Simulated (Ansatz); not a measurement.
Start from ZnTe in the zinc blende structure (space group F-43m, No. 216; a = 6.113 Å). Axes: x, y, z lie along the cube axes.

All numbers come from DFT with r2SCAN, PAW potentials and a 500 eV plane-wave cutoff in Ansatz (a quantum-chemistry and plane-wave program), no SOC.

Before the change:

* **Valence-band top at Γ**: 0.00, 0.00, 0.00 eV
* **Electron mass**: 0.11 mₑ (at Γ)
* **Band gap**: 1.79 eV

One thing is altered: uniaxial strain ε_xx = −1.61 %, all other strain components held at zero; the atoms relax in the strained cell.

What happens to the valence-band top at Γ, electron mass, stress and band gap?

The valence-band top at Γ (three highest levels, from the VBM) goes from 0.00, 0.00, 0.00 eV to 0.00, -0.06, -0.06 eV; the electron mass stays 0.11 mₑ (at Γ); the stress (xx, yy, zz, yz, xz, xy; compression positive) comes out as (1.18, 0.67, 0.67, 0.00, 0.00, 0.00) GPa; the band gap grows by 0.04 eV to 1.83 eV.

With Te present, leaving out spin-orbit coupling can change the band edges. Effective masses come from finite differences of ±0.01 Å⁻¹. Whether these cells are dynamically stable was not tested.
